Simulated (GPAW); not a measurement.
Crystal: PtSe2 (Sudovikovite).

```
CELL_PARAMETERS angstrom
3.72400 0.00000 0.00000
-1.86200 3.22508 0.00000
0.00000 0.00000 5.06200
ATOMIC_POSITIONS crystal
Pt 0.00000 0.00000 0.00000
Se 0.66667 0.33333 0.75000
Se 0.33333 0.66667 0.25000
```

```yaml
Program: GPAW 26.7.0
Task: relaxation of cell and atoms
Functional: PBEsol
Dispersion: D3(BJ)
Potentials_or_basis: PAW data sets generated in the run's folder for this functional
Cutoff: 600 eV
Basis: pw
k_mesh: 7 × 7 × 5
Occupations: fermi-dirac, width 0.05 eV
Spin: no spin polarisation
```

At the start: pressure -1.3 GPa; volume 20.27 Å³/atom.

Question: Where does the relaxation end?

Answer: Over 11 steps the energy falls by 31.4 meV/atom and the volume is 18.75 Å³/atom (-7.5 %); space group P-3m1 (No. 164, to 0.05 Å).

Step by step:
```tsv
step	energy change (eV)	largest force (eV/Å)	pressure (GPa)	volume (Å³)
1	0.0000	0.3870	-1.32	60.80
2	-0.0057	0.3523	-1.41	60.65
3	-0.0573	0.3357	-1.37	57.35
4	-0.0630	0.1751	-1.10	57.68
5	-0.0688	0.0444	-0.34	57.51
6	-0.0768	0.1122	1.16	56.77
7	-0.0816	0.1359	1.83	56.21
8	-0.0875	0.1003	1.95	55.74
9	-0.0922	0.0433	1.19	55.75
10	-0.0940	0.0098	0.26	56.10
11	-0.0941	0.0018	0.02	56.24
```

Final structure:
```
Pt Se
1.0
     3.73700    0.00000    0.00000
    -1.86850    3.23634    0.00000
     0.00000    0.00000    4.65010
Pt Se
1 2
Cartesian
  0.0000 0.0000 0.0000
  1.8685 1.0788 3.3877
  0.0000 2.1576 1.2624
```

Caveat: later steps reuse the first step's grids; pairwise dispersion overbinds metals, which lowers pressure and volume.
